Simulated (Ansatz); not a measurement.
Runs of Ansatz 0.2.0 on BeTe. It takes space group F-43m (No. 216, cubic). The conventional cell has a = 5.540 Å, b = 5.540 Å, c = 5.540 Å, α = 90.00°, β = 90.00°, γ = 90.00°. Te (site symmetry -43m) has 4 Be at 2.40 Å as nearest neighbours. Be (site symmetry -43m) has 4 Te at 2.40 Å as nearest neighbours. 

| task | level | potentials or basis | cell | k mesh | cutoff (eV) | smearing | basis error allowed | gap on the mesh (eV) | pressure (GPa) | relaxed volume (Å³/atom) |
| --- | --- | --- | --- | --- | --- | --- | --- | --- | --- | --- |
| relaxation of cell and atoms | PBE+D4 | all-electron LAPW, scalar-relativistic | relaxed | 8 × 8 × 8 | - | fermi-dirac 0.05 eV | 0.001 eV/atom | (a) | 0.0 | 21.86 |
| phonons | PBEsol | all-electron LAPW, scalar-relativistic | as given | 6 × 6 × 6 | 247 | fermi-dirac 0.05 eV | 0.001 eV/atom | 1.75 | - | - |
| relaxation of cell and atoms | revPBE | all-electron LAPW, scalar-relativistic | relaxed | 8 × 8 × 8 | - | fermi-dirac 0.05 eV | 0.001 eV/atom | 2.15 | 0.0 | (b) |
| single point | PBE | all-electron LAPW, scalar-relativistic | as given | 8 × 8 × 8 | 227 | gaussian 0.029 eV | 0.001 eV/atom | 1.86 | 4.3 | - |
| relaxation of cell and atoms | PBEsol | all-electron LAPW, scalar-relativistic | relaxed | 8 × 8 × 8 | - | fermi-dirac 0.05 eV | 0.001 eV/atom | 1.84 | 0.0 | 22.02 |
| Born charges | LDA | all-electron PAW datasets made for the crystal | as given | 8 × 8 × 8 | 200 | fixed | - | 1.77 | - | - |
| single point | PBE | all-electron LAPW, scalar-relativistic | as given | 5 × 5 × 5 | 193 | fermi-dirac 0.03 eV | 0.003 eV/atom | 1.98 | 4.4 | - |
| single point | PBE | all-electron LAPW, scalar-relativistic | as given | 8 × 8 × 8 | 227 | gaussian 0.011 eV | 0.001 eV/atom | 1.86 | 4.3 | - |

Alike in all rows: no spin polarisation.

Problem. Estimate the missing entries.

Solution. (a) 1.94; (b) 23.21.

Caveats: spin-orbit coupling is left out, which moves the levels of the heavy elements; the program warned that the printed levels may be off, so bands, gaps and densities of states are rough (some runs); an odd mesh through Γ misses points on the zone boundary, where band edges often lie (some runs).

A k mesh can miss the band edges, and the runs leave out spin-orbit coupling on Te.

The runs don't all hold the same shells in valence.
